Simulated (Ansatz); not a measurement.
**ZnS: what the numbers say**

**The experiment.** The Crystallography Open Database holds a cell as deposited of hexagonal ZnS (space group P6_3mc), temperature not stated (1993, doi:10.1103/PhysRevB.48.4335): a, c = 3.811, 6.234 Å, 19.60 Å³/atom.

A printed reference work, monograph reports, for a bulk crystal of ZnS at 4 K: band gap 3.911 eV (direct).

The computed numbers are results of PBEsol, scalar-relativistic (no spin polarisation) in the plane-wave PAW code Ansatz at 420 eV, 10×10×6 k-mesh, Gaussian smearing of 0.05 eV. The datasets are Ansatz's generated set soft_2.

The chain of runs began from a cell as deposited in COD, expanded in volume.

The relaxed structure (symmetry read at 0.01 Å). The structure is hexagonal, space group P6_3mc (No. 186). Conventional cell: a = 3.782 Å, b = 3.782 Å, c = 6.210 Å, α = 90.00°, β = 90.00°, γ = 120.00°. Around Zn (site symmetry 3m) lie 4 S at 2.32 Å. S (site symmetry 3m) has 4 Zn at 2.32 Å as nearest neighbours. (Shells end 15 % past the nearest neighbour.)

Q: Should it be a metal or an insulator?

A: Formal charges Zn²⁺, S²⁻ balance and leave closed shells on every ion, so a band insulator is expected, and the gap is 2.15 eV.

Q: What kind of gap is it?

A: It is direct, 2.15 eV. Within 0.6 eV of the edges the projected states are 90 % S 3p at the top of the valence band and 59 % Zn 4s at the bottom of the conduction band. The lowest excitation takes an electron from S back to Zn, as in polar semiconductors.

Q: What fixes the bond lengths?

A: Shannon's ionic radii give a check on the bond lengths: Zn²⁺ with 4 neighbours 0.60 Å + S²⁻ 1.84 Å (six-fold value) = 2.44 Å against a computed mean of 2.32 Å. The largest miss is -5 %; bonds shorter than the sum are usual where the bond is partly covalent, as with large, soft anions.

Q: How stiff is it, in energy terms?

A: B0·V0 = 78.6 GPa × 19.23 Å³ = 9.43 eV/atom sets the scale: near the minimum ΔE ≈ ½ B0 V0 x², with x = V/V0 − 1, and a pressure of 0.8 GPa squeezes the volume by about 1 %. At the ends of the curve: x = −4.0 % predicts 7.5 meV/atom and the run gives 8.1; x = +4.0 % predicts 7.6 meV/atom and the run gives 7.1. The lopsidedness is anharmonic: atoms resist being pushed together more than being pulled apart.

All results together:

* Volume: 19.23 Å³/atom
* Band gap: 2.15 eV
* Smallest direct gap: 2.15 eV
* Formation energy from the elements (0 K, uncorrected): -0.82 eV/atom
* Bulk modulus (Birch–Murnaghan): 79 GPa
* Pressure derivative B0′: 4.3

**Against experiment.** PBEsol gives 3.782, 6.210 Å and 19.23 Å³/atom, −1.9 % in volume (−0.6 % in length) from the database's cell. PBEsol was built to cure PBE's overestimate of volumes, and the static lattice lacks thermal expansion. Measured gap of ZnS: 3.911 eV (direct; 4 K; a printed reference work, monograph). This calculation gives 2.15 eV (-1.76 eV). Kohn–Sham gaps of semilocal functionals mostly fall below measured ones. Temperature and excitons aren't in the calculation.

Semilocal functionals underestimate band gaps, commonly by a third or more.
